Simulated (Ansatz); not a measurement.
Crystal: C.

```xyz
2
Lattice="2.1273 -1.2283 0.0000 2.1273 1.2283 0.0000 -1.3791 0.0000 3.5028" Properties=species:S:1:pos:R:3 pbc="T T T"
C    -0.6699    0.0000    3.5025
C     3.5455    0.0000    0.0003
```

This is a stacking variant of graphite.

Below is the output of Ansatz 0.2.0 for this cell. Logs are shortened: lines on timing, memory, paths and dates and some standing lists are left out, and cuts for length are marked.

```text
Warning: RAYON_NUM_THREADS=2 ignored (pool sized by the plan → 2); use --threads N
Engine: ansatz 0.2.0, x86_64-unknown-linux-gnu
Pseudopotentials: kind: paw
Pseudopotential: C, paw, valence charge 4, recommended cutoff 420 eV (normal), C.paw.azcp
Functional definition: SPW92
  exchange = slater_x
  correlation = pw_c
Crystal: 2 atoms, lattice volume = 18.305 Å³
Basis set: ecut = 420 eV, 359 PW (Γ)
Bands: 8, of which v1, the nominal top of the filled ones, is band 4 counted from 1 (3 counted from 0)
Symmetry: 4 space group operations
Space group: C2/m (ITA 12), of the structure as read, at distance tolerance 2.6e-5 Å
k-points: 371 of 1352
Non-local potential: C, projectors of the file, l = 0: 2, l = 1: 2, l = 2: 1
PAW form: soft (Blöchl's): semilocal exchange-correlation on the pseudo side does not see the compensation charge
PAW frozen core: C, regenerated for the run's functional, and the local potential with it (the file was generated under x = pbe(κ = 0.804, μ = 0.2195149727645171), c = pbe(β = 0.06672455060314922))
PAW one-centre angular grid: C, 110 points (default); XC on 64 Gauss nodes
Initial density: superposition of atomic densities (neutral atoms: chi_scale 0, normalization atom), corrected by the library's trained network
Initial wavefunctions: pseudopotential atomic-orbital guess
Functional: x = slater, c = lda
SCF iter   1: F=—  HF=-485.961902 eV  |F-HF|=—  |Δ(HF+E_count)|=         —  Δρ=5.92e-3  dr2=2.02e-3  ethr=1.77e-3  ⟨swp⟩=4.1  Hψ=19276  notcnv=0
preconditioner: auto → none  [insulator: Δε(μ)=0.901 eV  Ē_g=18.144 eV  σ=0.050 eV  W_gap=1.00  n_scr=2 (ndim 8)  ℏωp=24.5 eV  f_vac=0.025  D(μ)=0.00/eV (n_scr^D=0)  ε∞_Penn≈2.8]
SCF iter   2: F=—  HF=-485.961812 eV  |F-HF|=—  |Δ(HF+E_count)|=   8.97e-5  Δρ=2.84e-3  dr2=4.69e-4  ethr=2.53e-5  ⟨swp⟩=1.7  Hψ=6314  notcnv=0
SCF iter   3: F=—  HF=-485.961717 eV  |F-HF|=—  |Δ(HF+E_count)|=   9.57e-5  Δρ=1.49e-4  dr2=4.52e-6  ethr=5.87e-6  ⟨swp⟩=1.0  Hψ=3000  notcnv=0
SCF iter   4: F=—  HF=-485.961715 eV  |F-HF|=—  |Δ(HF+E_count)|=   1.92e-6  Δρ=3.16e-5  dr2=5.87e-8  ethr=5.65e-8  ⟨swp⟩=2.3  Hψ=4403  notcnv=0
iter 5 did not close the SCF: its close was put off for the readings that it lacked (scf_convergence_deferred on its scf_iter line)
SCF iter   5: F=-485.961715 eV  HF=-485.961715 eV  |F-HF|=9.43e-9  |Δ(HF+E_count)|=  1.14e-10  Δρ=1.10e-5  dr2=1.61e-8  ethr=7.34e-10  ⟨swp⟩=2.5  Hψ=4452  notcnv=0
SCF iter   6: F=-485.961715 eV  HF=-485.961715 eV  |F-HF|=4.38e-12  |Δ(HF+E_count)|=   6.06e-9  Δρ=5.40e-7  dr2=2.70e-11  ethr=2.01e-10  ⟨swp⟩=2.0  Hψ=9920  notcnv=0
[... 134 lines left out ...]
SCF converged after 6 iterations
Free energy (F): -485.967491 eV
Harris-Foulkes:  -485.967491 eV  (|F-HF|=0.00e0)
Internal energy: -485.967486 eV  (E = F + TS)
E sigma→0 (E₀):  -485.967488 eV
Entropy (-TS):   -0.000005 eV (-0.003 meV/atom)
Fermi energy:    6.977233 eV
--- Per-component energies (eV) ---
  E_band       = -17.854403
  E_kinetic    = 183.070447
  E_local      = -309.535175  (includes V_loc(G=0)·N_el)
  E_nonlocal   = 57.147902
  E_hartree    = 92.764309
  E_xc         = -95.351607
  E_vxc        = -118.561760  (∫ρ·V_xc dr)
  E_paw        = -183.926241  (= ΣΔE_a)
  E_vpaw       = -15.504461  (= ΣTr[D̂ρ^β])
  E_aug_tail   = 0.000019  (compensation charges beyond the density's cutoff)
  E_ewald      = -230.262806
  E_core_change = 0.125665  (= ΣΔE_core)
  E_smearing   = -0.000005  (= −TS)
  E_closure    = 0.000000  (closes the sum)
  Σ components = -485.967491   (vs F -485.967491, Δ=0.00e0)
--- Forces (eV/Å), atoms counted from 1 ---
  atom   1  C     -0.00003987     0.00000000    -0.00000933
  atom   2  C      0.00003987     0.00000000     0.00000933
  max |Σ_I F_I| component: 1.69e-21 eV/Å
--- Stress (GPa, compression-positive) ---
       -0.006235       0.000000      -0.004817
        0.000000      -0.005147       0.000000
       -0.004817       0.000000      -0.046077
  P = ⅓ Tr σ = -0.0192 GPa (-0.192 kbar)
--- Band table (eV; the first three rows and the last of 371) ---
  k-point 0: bands = ["-12.7318", "0.2005", "3.9256", "3.9258", "10.7214", "15.4121", "15.4125", "18.4361"]
  k-point 1: bands = ["-12.6875", "-0.1640", "3.9233", "3.9235", "11.4793", "15.4036", "15.4038", "18.4660"]
  k-point 2: bands = ["-12.5766", "-0.9341", "3.9169", "3.9170", "13.3912", "15.3865", "15.3867", "18.5375"]
  k-point 370: bands = ["-7.1558", "-6.3352", "0.0378", "5.0005", "8.8251", "15.4700", "18.3967", "19.1301"]
--- Relaxed structure (7 steps of the walk, 7 accepted, 3 SCFs on fresh bases) ---
  F+E_penalty+E_count = -485.96749089 eV   max|allowed force component| = 3.987e-5 eV/Å   (the final SCF, on the basis selected at the relaxed cell)
  cell:  # Å, volume = 17.3337 Å³
    - [2.1172776732890437, -1.222418112697335, -0.010803349901775873]
    - [2.1172776732890437, 1.222418112697335, -0.010803349901775897]
    - [-1.3903480488531073, -3.26702556366653e-17, 3.355696327488616]
  atoms:
    - { symbol: C, position: [0.16662376239609414, 0.16662376239609414, 0.999870875468466] }
    - { symbol: C, position: [0.8333762376039058, 0.8333762376039058, 0.0001291245315340481] }
```

Problem. What input gives this log?

Solution. Relaxation of cell and atoms with LDA, no spin polarisation. The files as run (others can give the same):

input.yaml
```yaml
crystal:
  lattice:
    - [2.1273203072, -1.22828244, 0.0]
    - [2.1273203072, 1.22828244, 0.0]
    - [-1.3790696309, 0.0, 3.5028300786]
  atoms:
    - { symbol: C, position: [0.16664447, 0.16664447, 0.99990696] }
    - { symbol: C, position: [0.83335553, 0.83335553, 9.304e-05] }
hamiltonian:
  xc: lda
  pseudopotentials: { kind: paw }
kpoints:
  mp_grid: { grid: [13, 13, 8] }
scf:
  occupations: { method: fermi_dirac, width: 0.05 }
output:
  forces: true
  stress: true
  eigenvalues: true
relax:
  f_tol: 0.01
  max_steps: 40
  cell: { stress_tol: 0.05 }
```

Potentials or basis: Ansatz PAW.
Command:
```console
$ ansatz run input.yaml --threads 2 --pin off --max-ram 5632MiB --backend cpu --events-out ev --progress --plain --runs-dir out
```

Caveat: odd divisions of the mesh miss points on the zone boundary, where band edges often lie, so the gap on the mesh can be too wide; the plane-wave basis is chosen anew once the cell has moved, so the energies of steps on either side of that aren't comparable; the pressure holds a Pulay correction of +0.7 GPa for the finite cutoff; the PAW data sets come from PBE, with cores solved anew for the run's functional, which leaves a small shift of forces and pressure.
